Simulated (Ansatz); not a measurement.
## Hf4C: competing structures

The calculation used DFT PBE, scalar-relativistic, plane waves, PAW (Ansatz). All cells share a 420 eV cutoff and Γ-centred k meshes spaced at most about 0.3 Å⁻¹ (about 0.25 or finer for metals, 2π included). No spin polarisation.

The zero of energy is the elements' standard structures at the same level; no fitted shifts are applied.

These are static total energies at zero pressure. Larger cells and other orderings weren't all tried, so the list isn't exhaustive. For metals, differences of a few meV/atom aren't resolved. These runs have no spin–orbit coupling, which can matter for Hf. The reference form of C is held partly by dispersion forces, which this level lacks.

Invented guesses were relaxed alike, and ends that match in structure were merged. ΔE counts from the first row. Coordination counts Hf atoms around C (those within 1.25 times the shortest such distance or 1.15 times the sum of covalent radii, 1.27 where that leaves under three). The ends were matched against large subsets of the Crystallography Open Database and the Materials Project, so a missing match doesn't prove that a structure is unreported.

```
 #                            reached from  type and space group  atoms  Å³/atom  coordination  ΔE (meV/atom)  gap on mesh (eV)  in databases
 1                       Co4H type (P-3m1)       P-3m1 (No. 164)      5     18.9           C 6              0              0.00      no match
 2     a cell proposed by chemical analogy        R-3m (No. 166)      5     19.1           C 6             17              0.00      no match
 3                       OsPt4 type (R-3m)        R-3m (No. 166)      5     19.1           C 6             31              0.00      no match
 4     a cell proposed by chemical analogy         P2/m (No. 10)      5     19.2           C 6             59              0.00      no match
 5                             random cell      P4/mmm (No. 123)      5     18.8           C 6             76              0.00      no match
 6                      SnF4 type (I4/mmm)      I4/mmm (No. 139)      5     19.3           C 6             81              0.00      no match
 7                       HoAu4 type (I4/m)         I4/m (No. 87)      5     20.2           C 4            617              0.00      no match
 8  GeF4 type (I-43m), changed on relaxing       Im-3m (No. 229)      5     19.2           C 8            852              0.00      no match
 9                             random cell         Fmmm (No. 69)      5     21.8           C 2           1331              0.00      no match
10                             random cell      P6/mmm (No. 191)      5     25.8           C 2           1950              0.00      no match
11                        SO4 type (F-43m)       F-43m (No. 216)      5     38.9           C 4           2148              0.00      no match
```

The lowest: Space group P-3m1 (No. 164), trigonal, a = 3.248 Å, c = 10.364 Å. Around Hf on its first site lie 3 C at 2.27 Å and 12 Hf at 3.19–3.26 Å; Hf on its second site is surrounded by 12 Hf at 3.08–3.26 Å; C has 6 Hf at 2.27 Å. Its energy over the elements is −0.38 eV/atom. A negative formation energy is needed for stability but isn't enough: competing phases decide. An observed structure of this formula, if there is one, may be missing.

```
CELL_PARAMETERS angstrom
3.24760 0.00000 0.00000
-1.62380 2.81250 0.00000
0.00000 0.00000 10.36369
ATOMIC_POSITIONS crystal
Hf 0.66667 0.33333 0.87576
Hf 0.33333 0.66667 0.12424
Hf 0.66667 0.33333 0.38196
Hf 0.33333 0.66667 0.61804
C 0.00000 0.00000 0.00000
```

The second: Space group R-3m (No. 166), trigonal, a = 3.256 Å, c = 31.286 Å. Hf on its first site has 3 C at 2.27 Å and 12 Hf at 3.15–3.31 Å; Hf on its second site is surrounded by 12 Hf at 3.09–3.31 Å; C is surrounded by 6 Hf at 2.27 Å. Counting Hf atoms around C, the first and the second both have C 6. Cells relaxed within their symmetry can be saddle points.

Space group R-3m:H (No. 166). a = 3.256 Å, b = 3.256 Å, c = 31.286 Å, α = 90.00°, β = 90.00°, γ = 120.00°
```json
{"atom": "Hf", "site": "6c", "symmetry": "3m", "x": "0.3333", "y": "0.6667", "z": "0.2929"}
{"atom": "Hf", "site": "6c", "symmetry": "3m", "x": "0.0000", "y": "0.0000", "z": "0.1274"}
{"atom": "C", "site": "3a", "symmetry": "-3m", "x": "0.0000", "y": "0.0000", "z": "0.0000"}
```

Some types were kept out of the candidates beforehand, so the set may lack a known form.
